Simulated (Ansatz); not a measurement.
# Pb under changes of volume

One of the cells (30.914 Å³/atom); the others are scaled copies at fixed shape and fractional positions:

```xyz
4
Lattice="3.5244 0.0000 0.0000 -1.7622 3.0522 0.0000 0.0000 0.0000 11.4952" Properties=species:S:1:pos:R:3 pbc="T T T"
Pb    1.7622    1.0174    8.6214
Pb    0.0000    0.0000    5.7476
Pb    0.0000    2.0348    2.8738
Pb    0.0000    0.0000    0.0000
```

This isn't the form of Pb at room conditions, which is fcc.

| Item | Value |
| --- | --- |
| Program | Ansatz 0.2.0 |
| Functional | r2SCAN |
| Potentials or basis | Ansatz PAW |
| Cutoff | 500 eV (not typed: the program's choice for these potentials) |
| k mesh | 9 × 9 × 3 |
| Occupations | fermi-dirac, width 0.05 eV |
| Spin | no spin polarisation |

```csv
volume (Å³/atom),energy over the lowest point (meV/atom),pressure (GPa)
29.059,19.05,3.4
29.677,8.41,2.2
30.295,2.23,1.1
30.914,0.00,0.1
31.532,1.27,-0.7
32.150,5.68,-1.5
32.769,?,?
```

Problem. What does the run at 32.769 Å³/atom give?

Solution. Energy over the lowest point 12.91 meV/atom; pressure -2.2 GPa.

Worked out: A Birch-Murnaghan fit of order 3 (a polynomial in V^(-2/3)) to the other rows has its minimum at 30.99 Å³/atom with B0 = V·E''(V) = 45 GPa and B' = 4.9 at fixed shape and positions, which overstates the stiffness. It gives 12.86 meV/atom at 32.769 Å³/atom, against the run's 12.91, and -dE/dV = -2.2 GPa, against -2.2.

Energies are extrapolated to zero smearing.

Caveats: the PAW data sets come from PBE, with cores solved anew for the run's functional, which leaves a small shift of forces and pressure.
